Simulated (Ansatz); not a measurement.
## ¹¹B NMR of the central transition in BN

Cell: a Materials Project structure (computed, not necessarily an observed phase), whose atoms a relaxation with r2SCAN at fixed cell left in place.

```cif
data_structure
_symmetry_space_group_name_H-M 'P 1'
_symmetry_Int_Tables_number 1
_cell_length_a 4.1121
_cell_length_b 2.5017
_cell_length_c 3.7127
_cell_angle_alpha 80.290
_cell_angle_beta 36.846
_cell_angle_gamma 62.865
_cell_volume 18.95
loop_
_atom_site_label
_atom_site_type_symbol
_atom_site_fract_x
_atom_site_fract_y
_atom_site_fract_z
_atom_site_occupancy
B1 B 0.00005 0.00005 0.99995 1
N2 N 0.66665 0.66665 0.33335 1
```

Atom numbers follow the list; atoms alike are taken as one site, whose name carries the number of the first.

Computed with Ansatz: DFT, r2SCAN, plane waves and PAW, scalar-relativistic, 500 eV cutoff, Γ-centred 16×16×16 k-points, Fermi–Dirac smearing 0.01 eV.

¹¹B has I = 3/2 and Q = 40.59 mb (Pyykkö 2018); at 9.4 T its Larmor frequency is ν₀ = 128.4 MHz. Only the quadrupole interaction is simulated: positions count from each site's isotropic chemical shift, and J coupling is left out, as are shift anisotropy and dipolar coupling, which fast spinning averages.

Simulated pattern of one B site (fast magic-angle spinning, Gaussian broadening 0.09 kHz):

```csv
offset (kHz),height
-4.181,0
-4.058,1
-3.935,4
-3.812,4
-3.689,4
-3.566,4
-3.442,5
-3.319,5
-3.196,5
-3.073,5
-2.950,5
-2.826,5
-2.703,5
-2.580,24
-2.457,76
-2.334,47
-2.211,38
-2.087,34
-1.964,32
-1.841,31
-1.718,30
-1.595,30
-1.472,30
-1.348,31
-1.225,33
-1.102,35
-0.979,39
-0.856,46
-0.733,62
-0.609,100
-0.486,12
-0.363,0
```

Q: Which |C_Q| and η does the pattern imply?

A: The pattern spans 3.45 kHz before broadening and its centre of gravity is at -1.61 kHz, which fixes P_Q; the places of the horns and steps fix η. That gives P_Q = 2.87 MHz, |C_Q| = 2.87 MHz and η = 0.00. The sign of C_Q can't be read from the pattern.

At B V_zz stands upright on the plane through its three neighbours (within 1°).
